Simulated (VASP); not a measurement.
Set up this calculation in VASP 6.6.1, as the native input.

- Task: Berry-phase polarisation
- Functional: PBE
- Dispersion: D3
- Potentials or basis: VASP PAW PBE potentials, release 64 (K_sv, Cl)
- Cutoff: 520 eV
- k mesh: 7 × 7 × 7
- Occupations: gaussian, width 0.05 eV
- Spin: no spin polarisation
- Further INCAR settings: ALGO = Normal; EDIFF = 1e-06

The structure of KCl (Sylvite) lies in POSCAR:

```
KCl
1.0
    0.0000000000      3.1464700000      3.1464700000
    3.1464700000      0.0000000000      3.1464700000
    3.1464700000      3.1464700000      0.0000000000
K Cl
1 1
Cartesian
   -0.0122366218     -0.0558529890     -0.0373360130
    3.1099646551      3.1508310074      3.1730450856
```

The cell isn't the ideal one: atoms moved at random, drawn with an rms of 0.05 Å.

One way to write it, as run:

INCAR

```
SYSTEM = KCl
  PREC = Accurate
  ENCUT = 520
  EDIFF = 1E-6
  ISMEAR = 0
  SIGMA = 0.05
  LREAL = .False.
  LASPH = .True.
  NELM = 100
  ALGO = Normal
  ISIF = 2
  LWAVE = .False.
  LCHARG = .False.
  GGA = PE
  IVDW = 11
  LCALCPOL = .True.
```

KPOINTS

```
regular mesh
0
Gamma
  7 7 7
  0 0 0
```

Potentials or basis: VASP PAW PBE potentials, release 64 (K_sv, Cl).

The run is started by

```console
$ cat potpaw_PBE.64/K_sv/POTCAR potpaw_PBE.64/Cl/POTCAR > POTCAR
$ mpirun -np 1 vasp_std > vasp.out
```

It gave:

The dispersion energy per atom is -0.185 eV.

Run time: 3.5 min on 1 thread of Intel(R) Xeon(R) Platinum 8488C (Sapphire Rapids), with other jobs on the host, peak memory 0.33 GiB.
